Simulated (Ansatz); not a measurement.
**NbH2 (Fm-3m): band structure in Python**

Does NbH2 (Fm-3m) have a gap, and where are its band edges? Wanted for NbH2 (Fm-3m): a band structure.

Computed with the Python package of Ansatz 0.2.0. Level of theory: DFT r2SCAN, plane waves, PAW.

### 1 The system

The structure is cubic, space group Fm-3m (No. 225). Conventional cell: a = 4.563 Å, b = 4.563 Å, c = 4.563 Å, α = 90.00°, β = 90.00°, γ = 90.00°. Around Nb (site symmetry m-3m) lie 8 H at 1.98 Å. H (site symmetry -43m) has 4 Nb at 1.98 Å as nearest neighbours.

No structure file is read: the coordinates are typed or built in the script.

### 2 The script

run_bands.py reads:

```python
from pathlib import Path
import warnings

import ansatz as az
from ase import Atoms
from ase.io.cube import read_cube_data
from ase.units import Bohr
import matplotlib.pyplot as plt
import numpy as np

config = {
    "extra_bands": 16,
    "sigma": 0.1,
    "mixing_beta": 0.4,
}

warnings.simplefilter("ignore", az.DeckWarning)

atoms = Atoms(
    ["Nb", "H", "H"],
    scaled_positions=[
        (0.0, 0.0, 0.0),
        (0.25, 0.25, 0.25),
        (0.75, 0.75, 0.75),
    ],
    cell=[
        (0.0, 2.2815, 2.2815),
        (2.2815, 0.0, 2.2815),
        (2.2815, 2.2815, 0.0),
    ],
    pbc=True,
)
xtal = az.Crystal.from_ase(atoms)

path = [
    ("K", (0.375, 0.375, 0.75)),
    ("G", (0.0, 0.0, 0.0)),
    ("L", (0.5, 0.5, 0.5)),
    ("W", (0.5, 0.25, 0.75)),
    ("X", (0.5, 0.0, 0.5)),
]
calculation = (
    xtal.calculation()
    .scf(extra_bands=config["extra_bands"])
    .occupations(az.OccupationsMethod.FERMI_DIRAC, width=config["sigma"])
    .functional(az.Functional.R2SCAN)
    .mixing("msr1", ndim=4, beta=config["mixing_beta"])
    .accuracy("low")
    .kpoints(9)
    .band_structure([point for _, point in path], intervals=4)
    .scf(extra_bands=10)
    .band_table()
    .density()
    .output_files(volumetric_format=["cube", "npy"])
)
outcome = calculation.run(threads=1, pin="off")
data = outcome.report

print(f"free energy      {data['free_energy_ev']:.5f} eV")
print(f"per atom         {data['free_energy_ev'] / len(outcome.lattice.sites):.5f} eV")
print(f"SCF iterations   {data['n_iterations']}  (converged: {data['converged']})")

gap = None if "band_edges_ev" not in data else data["band_edges_ev"][1] - data["band_edges_ev"][0]
print("gap on the k mesh:", "withheld (metal, or smearing too wide to tell)" if gap is None else f"{gap:.3f} eV")
print("lowest empty less highest filled band, by band count:", round(data["gap_by_band_count_ev"], 3), "eV")

folder = Path(outcome.write_results("cubes"))
print("\n".join((folder / "rho.cube").read_text().splitlines()[: 6 + 3]))
values, cube_atoms = read_cube_data(str(folder / "rho.cube"))
print("electrons from the file:", round(values.mean() * cube_atoms.get_volume() / Bohr ** 3, 3))

bands = outcome.band_structure()
fermi = bands.fermi_energy_ev
print(f"zero of the bands: {fermi:.3f} eV, the Fermi level found on the SCF mesh")
reciprocal = 2 * np.pi * np.linalg.inv(outcome.lattice.cell_ang).T
steps = np.linalg.norm(np.diff(bands.kpoints_frac @ reciprocal, axis=0), axis=1)
distance = np.concatenate([[0], np.cumsum(steps)])
fig, ax = plt.subplots(figsize=(5, 4))
for channel, colour in zip(bands.channels, ("C0", "C3")):
    ax.plot(distance, channel.eigenvalues_ev - fermi, colour, lw=1)
ax.set_xticks(distance[::4], [label for label, _ in path])
ax.set(ylim=(-8, 8), ylabel="E - E_F (eV)", xlim=(0, distance[-1]))
ax.grid(axis="x")
fig.savefig("bands.png", dpi=100)
first = bands.channels[0].eigenvalues_ev - fermi
near = np.argsort(np.abs(first.mean(axis=0)))[:4]
for band in sorted(near):
    print(f"band {band + 1}: {first[:, band].min():.3f} to {first[:, band].max():.3f} eV")
```

### 3 Launch

The run is started by

```console
> python run_bands.py
```

Output:

```text
free energy      -4596.34447 eV
per atom         -1532.11482 eV
SCF iterations   6  (converged: True)
gap on the k mesh: withheld (metal, or smearing too wide to tell)
lowest empty less highest filled band, by band count: -4.048 eV
ansatz rho
values in e/bohr^3 (x slowest, z fastest)
    3    0.000000    0.000000    0.000000
   24    0.000000    0.179642    0.179642
   24    0.179642    0.000000    0.179642
   24    0.179642    0.179642    0.000000
   41   41.000000    0.000000    0.000000    0.000000
    1    1.000000    2.155705    2.155705    2.155705
    1    1.000000    6.467115    6.467115    6.467115
electrons from the file: 15.0
zero of the bands: 15.228 eV, the Fermi level found on the SCF mesh
band 7: -4.495 to -0.921 eV
band 8: -1.373 to 2.908 eV
band 9: -1.373 to 3.009 eV
band 10: 1.189 to 5.032 eV
```

It took 3.3 s on 1 thread of Arm Neoverse V2, shared host; peak memory 0.43 GiB.

Lines on the test bed's own set-up are left out of the output.

### 4 What the engine kept of the run

From the engine's report, whether the script printed it or not:

```
             item        value
SCF cycles in all            6
  k-points solved           35
      plane waves          609
            bands           18
valence electrons           15
 free energy (eV)  -4596.34447
 Fermi level (eV)       15.228
```

### 5 The bands that the run computed

The run's results hold a band table, bands.tsv.

bands.tsv at the labelled points (eV, zero at the Fermi level; the bands nearest the Fermi level):

```
point  band 5  band 6  band 7  band 8  band 9  band 10  band 11  band 12
    K   -7.60   -6.22   -3.54    1.30    2.28     4.65     4.75     8.53
    Γ  -11.32   -1.52   -1.37   -1.37   -1.37     1.34     1.34    12.83
    L   -8.92   -5.43   -1.22   -1.22    2.76     2.76     5.27     6.46
    W   -6.91   -6.91   -3.29    0.39    3.01     5.03     5.03     6.89
    X   -8.02   -5.53   -4.49    2.91    3.00     3.00     7.47     7.47
```

### 6 Fields in real space

Axes a, b and c in the maps are those of this run's conventional cell (a, b, c = 4.563, 4.563, 4.563 Å).

Density in a lattice plane of the grid's cell (edges 4.56 and 4.56 Å, at 0.250 of the third edge), which holds H. It is the smooth density of the valence electrons, not physical close to the nuclei.

Values in e/Å³, 12 rows by 12 columns:
```
0.28 0.27 0.28 0.31 0.28 0.27 0.28 0.27 0.28 0.31 0.28 0.26
0.23 0.28 0.51 0.79 0.51 0.28 0.23 0.28 0.51 0.80 0.52 0.28
0.23 0.31 0.80 1.96 0.79 0.31 0.23 0.31 0.79 1.96 0.80 0.31
0.23 0.28 0.52 0.80 0.51 0.28 0.23 0.28 0.51 0.79 0.51 0.28
0.28 0.26 0.28 0.31 0.28 0.27 0.28 0.27 0.28 0.31 0.28 0.27
0.33 0.28 0.23 0.23 0.23 0.28 0.33 0.28 0.23 0.23 0.23 0.28
0.28 0.27 0.28 0.31 0.28 0.26 0.28 0.27 0.28 0.31 0.28 0.27
0.23 0.28 0.51 0.80 0.52 0.28 0.23 0.28 0.51 0.79 0.51 0.28
0.23 0.31 0.79 1.96 0.80 0.31 0.23 0.31 0.80 1.96 0.79 0.31
0.23 0.28 0.51 0.79 0.51 0.28 0.23 0.28 0.52 0.80 0.51 0.28
0.28 0.27 0.28 0.31 0.28 0.27 0.28 0.26 0.28 0.31 0.28 0.27
0.33 0.28 0.23 0.23 0.23 0.28 0.33 0.28 0.23 0.23 0.23 0.28
```
Columns run along the first of these edges and rows up along the second, over one cell in 12 and 12 even steps from the bottom left corner. Atoms in the plane (fractional): H at (0.25, 0.25), H at (0.75, 0.75), H at (0.25, 0.75), H at (0.75, 0.25).

### 7 The same input on the command line

The engine's input of that run, saved to a file, gives the whole log.

input.yaml reads:

```yaml
crystal:
  lattice:
    - [0.0, 2.2815, 2.2815]
    - [2.2815, 0.0, 2.2815]
    - [2.2815, 2.2815, 0.0]
  atoms:
    - { symbol: Nb, position: [0.0, 0.0, 0.0] }
    - { symbol: H, position: [0.25, 0.25, 0.25] }
    - { symbol: H, position: [0.75, 0.75, 0.75] }
accuracy: low
kpoints:
  mp_grid: { grid: [9, 9, 9] }
  band_path:
    path:
      - [0.375, 0.375, 0.75]
      - [0.0, 0.0, 0.0]
      - [0.5, 0.5, 0.5]
      - [0.5, 0.25, 0.75]
      - [0.5, 0.0, 0.5]
    npoints: 4
hamiltonian:
  xc: r2scan
scf:
  n_extra_bands: 10
  mixing: { algorithm: msr1, beta: 0.4, ndim: 4 }
  occupations: { method: fermi_dirac, width: 0.1 }
output:
  write_density: true
  volumetric_format: [cube, npy]
  eigenvalues: true
```

The run is started by

```console
> ansatz run input.yaml --threads 1 --pin off --max-ram 3072MiB --backend cpu --events-out ev --progress --plain --runs-dir out
```

Output, cut to the lines that bear on the results:

```text
settings of this run that can trade accuracy for cost: accuracy: low. Do not mix this run's numbers with those of runs without the same settings; the input reference describes each key
Warning: RAYON_NUM_THREADS=1 ignored (pool sized by the plan → 1); use --threads N
scf.n_extra_bands = 10 over 8 filled bands (N_el = 15.0): the run solves 18 bands
[...]
Pseudopotentials: kind: paw
Pseudopotential: Nb, paw, valence charge 13, recommended cutoff 500 eV (meta_gga), Nb.paw.azcp
Pseudopotential: H, paw, valence charge 1, recommended cutoff 500 eV (meta_gga), H.paw.azcp
Functional definition: r2SCAN
[...]
Crystal: 3 atoms, lattice volume = 23.752 Å³
Basis set: ecut = 500 eV, 609 PW (Γ), exchange–correlation on 72×72×72 points (27 copies of the dense FFT grid, shifted against one another)
Bands: 18, of which v1, the nominal top of the filled ones, is band 8 counted from 1 (7 counted from 0)
Symmetry: 48 space group operations
[...]
k-points: 35 of 729
[...]
SCF iter   1: F=—  HF=-4596.351472 eV  |F-HF|=—  |Δ(HF+E_count)|=         —  Δρ=8.43e-3  dr2=9.70e-3  dr2_τ=1.91e-2  ethr=1.77e-3  ⟨swp⟩=5.1  Hψ=3386  notcnv=0  defer=64
[...]
SCF iter   6: F=-4596.344469 eV  HF=-4596.344469 eV  |F-HF|=1.62e-7  |Δ(HF+E_count)|=   1.40e-6  Δρ=1.88e-5  dr2=6.95e-8  dr2_τ=2.25e-9  ethr=6.67e-10  ⟨swp⟩=7.6  Hψ=2677  notcnv=0
[...]
NSCF: frozen V_eff on 17 k-points
SCF converged after 6 iterations
Free energy (F): -4596.344469 eV
[...]
E sigma→0 (E₀):  -4596.326600 eV
Entropy (-TS):   -0.035737 eV (-11.912 meV/atom)
Fermi energy:    15.228268 eV
[...]
--- Band table (eV; the first three rows and the last of 35) ---
  k-point 0: bands = ["-42.0904", "-17.1310", "-17.1310", "-17.1310", "3.9057", "13.7051", "13.8550", "13.8550", "13.8550", "16.5706", "16.5706", "28.0597", "29.2437", "29.2437", "29.2437", "37.9853", "37.9853", "37.9853"]
[...]
settings of this run that can trade accuracy for cost: accuracy: low. Do not mix this run's numbers with those of runs without the same settings; the input reference describes each key
```

It took 2 s on 1 thread of Arm Neoverse V2, shared host; peak memory 0.27 GiB.

Script and command line differ by 0.000 meV in the energy.

### 8 Outcome

| quantity | value |
| --- | --- |
| free energy | -4596.3445 eV (-1532.1148 eV/atom) |
| bands on the path | cross the Fermi level |

In words: Bands cross the Fermi level along the path, so it is a metal at this level. Caveats:
- No spin polarisation was allowed.
- For a metal this k-point mesh is coarse: on a finer one energies can move by several to tens of meV an atom and pressures by half a GPa or more, differences at one mesh by less.
- The fields are valence quantities on the plane-wave grid; their values near the nuclei depend on the potentials.
- Gaps and levels are Kohn-Sham values on a finite set of k-points, without spin-orbit coupling.
